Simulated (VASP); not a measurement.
Wanted: the native input for a VASP 6.6.1 run.

```yaml
Task: single point
Functional: PBEsol
Potentials_or_basis: VASP PAW PBE potentials, release 64 (Os)
Cutoff: 520 eV
k_mesh: 20 × 20 × 20
Occupations: gaussian, width 0.1 eV
Spin: no spin polarisation
Dipole_correction: no
Further_INCAR_settings: ALGO = Fast; EDIFF = 1e-06; NBANDS = 10
```

The structure of Os lies in POSCAR:

```
Os
1.0
   -1.5309459034      1.5309459034      1.5309459034
    1.5309459034     -1.5309459034      1.5309459034
    1.5309459034      1.5309459034     -1.5309459034
Os
1
Direct
    0.0000000000      0.0000000000      0.0000000000
```

This isn't the form of Os at room conditions, which is hcp.

One way to write it, as run:

INCAR

```
SYSTEM = Os
PREC = Accurate ; ENCUT = 520
EDIFF = 1E-6 ; ISMEAR = 0
SIGMA = 0.1 ; LREAL = .False.
LASPH = .True. ; NELM = 100
ALGO = Fast ; ISIF = 2
LWAVE = .False. ; LCHARG = .True.
GGA = PS ; LELF = .True.
LVHAR = .True. ; NBANDS = 10
```

KPOINTS

```
Automatic mesh
0
Gamma
  20 20 20
  0 0 0
```

Potentials or basis: VASP PAW PBE potentials, release 64 (Os).

The run is started by

```sh
$ cat potpaw_PBE.64/Os/POTCAR > POTCAR
$ mpirun -np 1 vasp_std > vasp.out
```

Results of the run:

* Pressure: 0.7 GPa
* Band gap on the k mesh: none (metal or under the smearing width)

Caveat: the PAW data sets were made with another functional, which shifts forces and pressure a little.

Wall time 19 s on 1 thread of Intel(R) Xeon(R) Platinum 8488C (Sapphire Rapids) (shared host), peak memory 0.15 GiB.
